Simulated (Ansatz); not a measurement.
C:

```
C
1.0
     0.00000    1.78337    1.78337
     1.78337    0.00000    1.78337
     1.78337    1.78337    0.00000
C
2
Cartesian
  2.6751 2.6751 2.6751
  1.7834 1.7834 1.7834
```

This isn't the form of C at room conditions, which is graphite.

Base run:

- Program: Ansatz 0.2.0
- Functional: rPW86-PBE
- Potentials or basis: Ansatz PAW
- Cutoff: 420 eV
- Density cutoff: 1680 eV
- k mesh: 13 × 13 × 13
- Occupations: fermi-dirac, width 0.05 eV
- Spin: no spin polarisation

Its results: band gap on the k mesh 4.43 eV, indirect (least direct gap 5.70 eV); pressure 8.8 GPa.

Task: The run is repeated on the same cell with these changes: functional from rPW86-PBE to BLYP. What comes out?

Result: Band gap on the k mesh 4.47 eV, indirect (least direct gap 5.73 eV); pressure 11.0 GPa.

Caveats: the potentials were made for another functional, which shifts forces and pressure; the PAW data sets come from PBE, with cores solved anew for the run's functional, which leaves a small shift of forces and pressure.

Not every run made on this cell is shown here.
